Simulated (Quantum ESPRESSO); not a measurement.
The system is SiC (Moissanite).

```
Si C
1.0
     3.07600    0.00000    0.00000
    -1.53800    2.66389    0.00000
     0.00000    0.00000    5.04800
Si C
2 2
Direct
  0.66667 0.33333 0.50000
  0.33333 0.66667 0.00000
  0.66667 0.33333 0.88500
  0.33333 0.66667 0.38500
```

Base run:

| Item | Value |
| --- | --- |
| Program | Quantum ESPRESSO 7.5 |
| Functional | PBE |
| Potentials or basis | PseudoDojo 0.4.1 SR PBE standard |
| Cutoff | 1116 eV |
| Density cutoff | 4463 eV |
| k mesh | 6 × 6 × 4 |
| Occupations | fixed |
| Spin | no spin polarisation |

Its results: band gap on the k mesh, mean-field level 2.33 eV, indirect (least direct gap 4.09 eV).

Task: The run is repeated on the same cell with these changes: functional from PBE to LDA; potentials or basis from PseudoDojo 0.4.1 SR PBE standard to PseudoDojo 0.4.1 SR LDA standard. What comes out?

Result: Band gap on the k mesh, mean-field level 2.23 eV, indirect (least direct gap 4.00 eV).

A k mesh can miss the band edges.
